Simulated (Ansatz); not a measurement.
A run of Ansatz 0.2.0 is set up as follows.

File input.yaml:

```yaml
crystal:
  lattice:
    - [0.0, 2.702, 2.702]
    - [2.702, 0.0, 2.702]
    - [2.702, 2.702, 0.0]
  atoms:
    - { symbol: Zn, position: [0.75, 0.75, 0.75] }
    - { symbol: S, position: [0.0, 0.0, 0.0] }
kpoints:
  mp_grid: { grid: [9, 9, 9] }
scf:
  occupations: { method: fermi_dirac, width: 0.05 }
hamiltonian:
  xc: pbe
  pseudopotentials: { kind: all_electron, lapw: { basis_error: 0.001 } }
output:
  forces: true
  stress: true
  eigenvalues: true
```

Potentials or basis: all-electron LAPW, scalar-relativistic.

The run is started by

```sh
$ ansatz run input.yaml --threads 1 --pin off --max-ram 3072MiB --backend cpu --events-out ev --progress --plain --runs-dir out
```

(1) Predict the band gap on the k mesh.

(2) What does it give for the pressure?

Answers

(1) 2.11 eV, direct.

(2) 1.6 GPa.

**Measured values to compare with.**

From “Electronic, vibrational, and thermodynamic properties of ZnS (zincblende and rocksalt structure)”, 2009, arxiv:0911.5022, for a bulk crystal of ZnS at 19 K: band gap 3.85 eV (direct).

Against the measured gap of ZnS, 3.85 eV (direct; 19 K; quoted in “Electronic, vibrational, and thermodynamic properties of ZnS (zincblende and rocksalt structure)”, 2009, arxiv:0911.5022), the calculated 2.11 eV is off by -1.74 eV. The value is that of PBE, without temperature or zero-point motion. Semilocal functionals fall short of measured gaps as a rule.
